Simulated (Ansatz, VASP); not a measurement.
TiC: VASP beside Ansatz

INCAR

```
AGGAC = 1.0
AGGAX = 1.0
ALDAC = 0.0
ALDAX = 1.0
ALGO = Normal
EDIFF = 1E-6
EDIFFG = -0.01
ENCUT = 600
GGA = B5
IBRION = 2
ISIF = 3
ISMEAR = -1
LASPH = T
LCHARG = F
LREAL = F
LWAVE = F
NELM = 100
NSW = 60
PREC = Accurate
SIGMA = 0.05
```

KPOINTS

```
k-points
0
Gamma
  11 11 11
```

POSCAR

```
TiC
1.0
    0.0000000000      2.1657188437      2.1657188437
    2.1657188437      0.0000000000      2.1657188437
    2.1657188437      2.1657188437      0.0000000000
Ti C
1 1
Direct
    0.0000000000      0.0000000000      0.0000000000
    0.5000000000      0.5000000000      0.5000000000
```

The input input.yaml:

```yaml
crystal:
  lattice:
    - [0.0, 2.1657188437, 2.1657188437]
    - [2.1657188437, 0.0, 2.1657188437]
    - [2.1657188437, 2.1657188437, 0.0]
  atoms:
    - { symbol: Ti, position: [0.0, 0.0, 0.0] }
    - { symbol: C, position: [0.5, 0.5, 0.5] }
hamiltonian:
  xc: blyp
  pseudopotentials: { kind: paw }
kpoints:
  mp_grid: { grid: [11, 11, 11] }
scf:
  occupations: { method: fermi_dirac, width: 0.05 }
output:
  forces: true
  stress: true
  eigenvalues: true
relax:
  f_tol: 0.01
  max_steps: 40
  cell: { stress_tol: 0.05 }
```

The cell is a database's computed one.

Alike in both runs: task relaxation of cell and atoms; functional BLYP; k mesh 11 × 11 × 11; occupations fermi-dirac, width 0.05 eV; no spin polarisation.

```csv
,VASP,Ansatz
version,VASP 6.6.1,Ansatz 0.2.0
potentials or method,"VASP PAW PBE potentials, release 64 (Ti_sv, C)",Ansatz PAW
plane-wave cutoff (eV),600,420
valence electrons in the cell,16,16
```

Ansatz gave:

| Property | Result |
| --- | --- |
| gap on the k mesh at the Fermi level, each at its own relaxed structure (eV) | none |
| relaxed volume (Å³/atom) | 10.50 |
| relaxed cell length with the largest relative difference (Å) | 3.097 |
| energy change over the relaxation (meV/atom) | -9 |

Q: Estimate VASP's values.

A: gap on the k mesh at the Fermi level, each at its own relaxed structure (eV): none; relaxed volume (Å³/atom): 10.53; relaxed cell length with the largest relative difference (Å): 3.100; energy change over the relaxation (meV/atom): -10.

A gap of «none» marks a metal or a gap that the smearing closes.

Caveats: the PAW data sets were made with another functional, which shifts forces and pressure a little (VASP); the plane-wave basis is chosen anew once the cell has moved, so the energies of steps on either side of that aren't comparable (Ansatz); the pressure holds a Pulay correction of +0.3 GPa for the finite cutoff (Ansatz); the PAW data sets come from PBE, with cores solved anew for the run's functional, which leaves a small shift of forces and pressure (Ansatz).
